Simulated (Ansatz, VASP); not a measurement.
One calculation of Mo, two programs

File INCAR:

```
SYSTEM = Mo
PREC = Accurate
ENCUT = 520
EDIFF = 1E-6
ISMEAR = 0
SIGMA = 0.05
LREAL = .False.
LASPH = .True.
NELM = 60
ALGO = Normal
ISIF = 2
LWAVE = .False.
LCHARG = .False.
GGA = PE
NBANDS = 13
```

KPOINTS

```
Automatic mesh
0
Gamma
  20 20 20
  0 0 0
```

File POSCAR:

```
Mo
1.0
   -1.5734150000      1.5734150000      1.5734150000
    1.5734150000     -1.5734150000      1.5734150000
    1.5734150000      1.5734150000     -1.5734150000
Mo
1
Direct
    0.0000000000      0.0000000000      0.0000000000
```

Input for Ansatz:

```yaml
crystal:
  lattice:
    - [-1.573415, 1.573415, 1.573415]
    - [1.573415, -1.573415, 1.573415]
    - [1.573415, 1.573415, -1.573415]
  atoms:
    - { symbol: Mo, position: [0.0, 0.0, 0.0] }
basis:
  ecutwfc: 420
  ecutrho_ratio: 4
kpoints:
  mp_grid: { grid: [20, 20, 20] }
hamiltonian:
  xc: pbe
scf:
  occupations: { method: gaussian, width: 0.05 }
output:
  forces: true
  stress: true
  eigenvalues: true
```

Alike in both runs: task single point; functional PBE; k mesh 20 × 20 × 20; occupations gaussian, width 0.05 eV; no spin polarisation.

|  | VASP | Ansatz |
| --- | --- | --- |
| version | VASP 6.6.1 | Ansatz 0.2.0 |
| potentials or method | VASP PAW PBE potentials, release 64 (Mo_sv) | scalar-relativistic, plane waves, PAW |
| plane-wave cutoff (eV) | 520 | 420 |
| valence electrons in the cell | 14 | 14 |

```csv
,VASP,Ansatz,Ansatz less VASP
gap on the k mesh at the Fermi level (eV),none,none,-
pressure (GPa),4.2,3.7,-0.54
```

A gap of «none» marks a metal or a gap that the smearing closes.
